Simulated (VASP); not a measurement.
ZnS: single point with PBEsol

Crystal: ZnS.

```xyz
2
Lattice="0.0000 2.6235 2.7452 2.6235 0.0000 2.7452 2.6235 2.6235 0.0000" Properties=species:S:1:pos:R:3 pbc="T T T"
Zn    0.0000    0.0000    0.0000
S     3.9353    3.9353    4.1178
```

The cell isn't the ideal one: strain -0.030 along x and y, +0.015 along z, atoms carried along.

```json
{"Program": "VASP 6.6.1", "Task": "single point", "Functional": "PBEsol", "Potentials or basis": "VASP PAW PBE potentials, release 64 (Zn, S)", "Cutoff": "520 eV", "k mesh": "10 × 10 × 10", "Occupations": "gaussian, width 0.05 eV", "Spin": "no spin polarisation", "Dipole correction": "no", "Further INCAR settings": "ALGO = Normal; EDIFF = 1e-06; NBANDS = 16"}
```

```json
{
 "Pressure": "1.5 GPa",
 "Band gap on the k mesh": "2.10 eV, direct"
}
```

Stress tensor (GPa, compression positive):
```
2.19 0.00 0.00
0.00 2.19 0.00
0.00 0.00 0.14
```

Levels at points of the mesh, in eV from the valence-band top:
```csv
k point,band 7,band 8,band 9,band 10,band 11,band 12
"(0.00, 0.00, 0.00)",-0.18,0.00,0.00,2.10,6.22,6.24
"(0.50, 0.00, 0.00)",-5.68,-1.13,-0.86,3.18,6.59,6.96
"(0.50, 0.50, 0.00)",-5.01,-2.29,-2.29,3.26,4.20,10.73
"(0.50, 0.00, 0.50)",-4.74,-2.60,-2.49,3.00,3.75,11.24
```

Wall time 25 s on 1 thread of Intel(R) Xeon(R) 6975P-C (Granite Rapids), with other jobs on the host, peak memory 0.19 GiB.

Caveat: the PAW data sets were made with another functional, which shifts forces and pressure a little.
